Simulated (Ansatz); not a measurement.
## SnTe in Ansatz: the effect of functional

The system is SnTe.

```
CELL_PARAMETERS angstrom
0.00000 3.65867 3.65867
3.65867 0.00000 3.65867
3.65867 3.65867 0.00000
ATOMIC_POSITIONS crystal
Te 0.25000 0.25000 0.25000
Sn 0.00000 0.00000 0.00000
```

Measurements of this composition are mostly on another form, of space group No. 225.

The cell isn't the ideal one: volume scaled by 1.04.

Alike in all runs:

- Program: Ansatz 0.2.0
- Task: single point
- Potentials or basis: Ansatz PAW
- k mesh: 7 × 7 × 7
- Occupations: fermi-dirac, width 0.05 eV
- Spin: no spin polarisation

| functional | cutoff | gap on the mesh (eV) | pressure (GPa) |
| --- | --- | --- | --- |
| LDA | 420 eV (not typed: the program's choice for these potentials) | 0.34 | -2.9 |
| PBEsol | 420 eV (not typed: the program's choice for these potentials) | 0.37 | -2.2 |
| r2SCAN | 500 eV (not typed: the program's choice for these potentials) | ? | ? |

Question: What does the run with functional r2SCAN give?

Answer: gap on the mesh 0.50 eV; pressure -1.5 GPa.

Caveats: odd divisions of the mesh miss points on the zone boundary, where band edges often lie, so the gap on the mesh can be too wide; spin-orbit coupling is left out, which moves the levels of the heavy elements; the PAW data sets come from PBE, with cores solved anew for the run's functional, which leaves a small shift of forces and pressure.

A k mesh can miss the band edges.
